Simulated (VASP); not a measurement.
Set up this calculation in VASP 6.6.1, as the native input.

- Task: dielectric tensor
- Functional: PBE
- Dispersion: D3(BJ)
- Potentials or basis: VASP PAW PBE potentials, release 64 (B, N)
- Cutoff: 520 eV
- k mesh: 15 × 15 × 6
- Occupations: gaussian, width 0.02 eV
- Spin: no spin polarisation
- Further INCAR settings: ALGO = Normal; EDIFF = 1e-07

The structure of BN lies in POSCAR:

```
BN                                      
1.0
    2.5068152415      0.0000000000      0.0000000000
   -1.2534076208      2.1709656770      0.0000000000
    0.0000000000      0.0000000000      6.5854715462
  B               N             
     2     2
Direct
     0.3333333300000021    0.6666666699999979    0.2500000000000000
     0.6666666699999979    0.3333333300000021    0.7500000000000000
     0.3333333300000021    0.6666666699999979    0.7500000000000000
     0.6666666699999979    0.3333333300000021    0.2500000000000000
```

One way to write it, as run:

INCAR

```
SYSTEM = BN
PREC = Accurate ; ENCUT = 520
EDIFF = 1E-7 ; ISMEAR = 0
SIGMA = 0.02 ; LREAL = .FALSE.
LASPH = .TRUE. ; NELM = 60
ALGO = Normal ; ISIF = 2
LWAVE = .FALSE. ; LCHARG = .FALSE.
GGA = PE ; IVDW = 12
LEPSILON = .TRUE. ; KPAR = 4
```

KPOINTS

```
Automatic mesh
0
G
  15 15 6
  0 0 0
```

Potentials or basis: VASP PAW PBE potentials, release 64 (B, N).

Run with:

```console
$ cat potpaw_PBE.64/B/POTCAR potpaw_PBE.64/N/POTCAR > POTCAR
$ mpirun -np 4 vasp_std > vasp.out
```

It gave:

```yaml
Band_gap_on_the_k_mesh: 4.27 eV, indirect (least direct gap 4.63 eV)
Electronic_dielectric_tensor_diagonal: 4.78, 4.78, 2.73
Born_charges_mean_of_the_diagonal: B +2.06; N -2.06 e
Dispersion_energy_per_atom: -0.142 eV
```

Caveat: an odd mesh through Γ misses points on the zone boundary, where band edges often lie.

It took 61 s on 4 MPI ranks on Intel(R) Xeon(R) Platinum 8559C (Emerald Rapids), on a shared host, peak memory 0.4 GiB a rank.
